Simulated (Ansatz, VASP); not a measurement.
TePb: VASP beside Ansatz

```
Te Pb
1.0
     0.00000    3.20115    3.20115
     3.20115    0.00000    3.20115
     3.20115    3.20115    0.00000
Te Pb
1 1
Cartesian
  3.2011 3.2011 3.2011
  0.0000 0.0000 0.0000
```

Alike in both runs: task single point; functional r2SCAN; k mesh 6 × 6 × 6; no spin polarisation.

|  | VASP | Ansatz |
| --- | --- | --- |
| version | VASP 6.6.1 | Ansatz 0.2.0 |
| potentials or method | VASP PAW PBE potentials, release 64 (Te, Pb_d) | plane waves, PAW |
| plane-wave cutoff (eV) | 520 | 500 |
| occupations | gaussian, width 0.01 eV | fixed |
| valence electrons in the cell | 20 | 30 |

```tsv
	VASP	Ansatz	Ansatz less VASP
gap on the k mesh at the Fermi level (eV)	0.95	0.95	-0.004
pressure (GPa)	3.0	3.0	0.00
```

The two sets of potentials don't hold the same shells in valence.

Caveats: the PAW data sets were made with another functional, which shifts forces and pressure a little (VASP); spin-orbit coupling is left out, which as a rule narrows the gap of such compounds by several tenths of an eV. A k mesh can miss the band edges.
